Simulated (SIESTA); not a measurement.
Au:

```
CELL_PARAMETERS angstrom
0.00000 2.03500 2.03500
2.03500 0.00000 2.03500
2.03500 2.03500 0.00000
ATOMIC_POSITIONS crystal
Au 0.00000 0.00000 0.00000
```

Base run:

* Program: SIESTA 5.4.2
* Functional: PBEsol
* Potentials or basis: PseudoDojo 0.4 standard (PBEsol files)
* Basis: TZDP (energy shift 0.003 Ry; two zetas on semicore shells)
* Grid cutoff: 800 Ry
* Energy shift: 0.003 Ry
* k mesh: 11 × 11 × 11
* Occupations: fermi-dirac, width 0.05 eV
* Spin: no spin polarisation

Its results: band gap on the k mesh none (metal or under the smearing width); pressure 2.4 GPa.

After a change of settings the same cell gave: band gap on the k mesh none (metal or under the smearing width); pressure -2.6 GPa. Which change was it?
A. basis from TZDP (energy shift 0.003 Ry; two zetas on semicore shells) to SZP (energy shift 0.003 Ry)
B. basis from TZDP (energy shift 0.003 Ry; two zetas on semicore shells) to DZ (energy shift 0.003 Ry; two zetas on semicore shells)
C. basis from TZDP (energy shift 0.003 Ry; two zetas on semicore shells) to TZP (energy shift 0.003 Ry; two zetas on semicore shells)
D. basis from TZDP (energy shift 0.003 Ry; two zetas on semicore shells) to SZ (energy shift 0.003 Ry)

B.

Caveats: short orbitals over semicore shells can move pressures by several GPa; spin-orbit coupling is left out, which moves the levels of the heavy elements; the basis of atomic orbitals isn't converged, which shifts pressures, moduli and gaps; the basis has no polarisation orbitals (some runs).
